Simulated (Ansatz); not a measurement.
## CoO, space group R3m: a single point from an input typed as a dict, step by step

With the Ansatz DFT code, driven from Python.

Run as a notebook:

```python
import ansatz as az
import numpy as np
import pandas as pd
```

```python
deck = {
    "crystal": {
        "lattice": [
            [1.60222, 0.925042, 5.132942],
            [-1.60222, 0.925042, 5.132942],
            [0.0, -1.850084, 5.132942],
        ],
        "atoms": [
            {
                "symbol": "Co",
                "position": [0.999488, 0.999488, 0.999488],
                "spin": 2.5,
            },
            {
                "symbol": "Co",
                "position": [0.499491, 0.499491, 0.499491],
                "spin": -2.5,
            },
            {"symbol": "O", "position": [0.375496, 0.375496, 0.375496]},
            {"symbol": "O", "position": [0.875526, 0.875526, 0.875526]},
        ],
    },
    "magnetization": {"spin_polarized": True},
    "kpoints": {"mp_grid": {"grid": [8, 8, 8]}},
    "hamiltonian": {"xc": "lda"},
    "scf": {"occupations": {"method": "fermi_dirac", "width": 0.05}},
    "basis": {"ecutwfc": 510},
    "output": {"forces": True, "stress": True},
}

res = az.Session.from_dict(deck).plan(threads=1).execute()
data = res.report
```

    

```python
data["kweights"]
```

    [0.001953125, 0.01171875, 0.01171875, 0.01171875, 0.005859375, 0.01171875, 0.0234375, 0.0234375,
     0.0234375, 0.0234375, 0.0234375, 0.01171875, 0.01171875, 0.0234375, 0.0234375, 0.0234375,
     0.01171875, 0.01171875, 0.0234375, 0.01171875, 0.005859375, 0.00390625, 0.01171875, 0.01171875,
     0.01171875, 0.01171875, 0.01171875, 0.01171875, 0.01171875, 0.0234375, 0.0234375, 0.0234375,
     0.0234375, 0.0234375, 0.01171875, 0.0234375, 0.0234375, 0.0234375, 0.0234375, 0.01171875,
     0.0234375, 0.0234375, 0.01171875, 0.01171875, 0.0234375, 0.01171875, 0.00390625, 0.01171875,
     0.01171875, 0.01171875, 0.01171875, 0.01171875, 0.0234375, 0.0234375, 0.0234375, 0.01171875,
     0.0234375, 0.01171875, 0.01171875, 0.00390625, 0.01171875, 0.01171875, 0.01171875, 0.01171875,
     0.001953125]

```python
type(res).__name__, type(data).__name__
```

    ('RunOutcome', 'dict')

```python
data["free_energy_ev"]
```

    -11233.299541672022

```python
for key in ("converged", "n_iterations", "n_electrons", "n_kpoints", "n_pw", "n_symmetry_ops", "free_energy_ev", "fermi_energy_ev"):
    print(f"{key:18s} {data[key]}")
```

    converged          True
    n_iterations       15
    n_electrons        46.0
    n_kpoints          65
    n_pw               1189
    n_symmetry_ops     6
    free_energy_ev     -11233.299541672022
    fermi_energy_ev    10.836891223322727

```python
# forces in eV per angstrom
table = pd.DataFrame(data["forces_ev_ang"], columns=["fx", "fy", "fz"])
table.insert(0, "atom", [site["symbol"] for site in data["lattice"]["sites"]])
table.round(4)
```

      atom   fx   fy      fz
    0   Co -0.0 -0.0 -0.0307
    1   Co -0.0 -0.0 -0.0335
    2    O  0.0  0.0  0.0349
    3    O  0.0  0.0  0.0294

```python
# the stress is positive in compression
print("pressure by term (GPa)")
for term, tensor in data["stress_terms_gpa"].items():
    if np.any(tensor):
        print(f"  {term:28s} {np.trace(np.array(tensor)) / 3:12.3f}")
print(f"  {'total':28s} {np.trace(np.array(data['stress_gpa'])) / 3:12.3f}")

print(f"net moment {data['magnetization_mub']:.3f} muB, absolute {data['absolute_magnetization_mub']:.3f} muB")
for index, (site, m) in enumerate(zip(res.lattice.sites, data["site_moments_mub"])):
    print(f"  {index:2d} {site.symbol:2s} {m:7.3f}")

terms = data["components"]
{name: round(terms[name], 3) for name in ("e_kinetic", "e_hartree", "e_xc", "e_local", "e_nonlocal")}
```

    pressure by term (GPa)
      kinetic                          2889.565
      hartree                          3726.693
      ewald                           -6186.299
      local_pseudopotential             588.624
      nonlocal_pseudopotential        -1046.179
      augmentation                      500.444
      nlcc                              -25.453
      xc                               -465.651
      augmentation_tail                  -0.033
      scf_correction                     -0.002
      pulay_correction                    0.031
      total                             -18.258
    net moment -0.000 muB, absolute 4.506 muB
       0 Co   1.893
       1 Co  -1.894
       2 O    0.145
       3 O   -0.145
    {'e_kinetic': 1234.851,
     'e_hartree': 3185.193,
     'e_xc': -451.145,
     'e_local': -7748.905,
     'e_nonlocal': 1035.266}

Caveats:
- Total energies depend on the potentials; only differences at equal settings carry meaning. A total without «per atom» is that of the cell as typed.
- The magnetic order follows from the starting moments and needn't be the lowest.
- The energy terms are those on the plane-wave grid, with the one-centre PAW part apart; the terms shown are only some of the summands, so they needn't add up to F.
- The mesh is modest for a metal, so energies can be off by several to tens of meV an atom and pressures by half a GPa or more; differences at equal mesh fare better.
- The zero of the levels is a convention of the potentials, so an absolute Fermi energy is no work function.
- Pressure is positive in compression.
- Without a Hubbard U or exact exchange, semilocal functionals often make such 3d compounds metallic or too weakly gapped.
- At these settings the cell as given stands under about -18 GPa, so it isn't at this functional's equilibrium volume.
- The structure comes from a database of computed cells and needn't be a stable or known phase.
- Wall time of the script: 36 s on 1 thread of Arm Neoverse V2 (shared host), peak memory 0.55 GiB.

(Lines on the test bed's own set-up are left out of the output.)
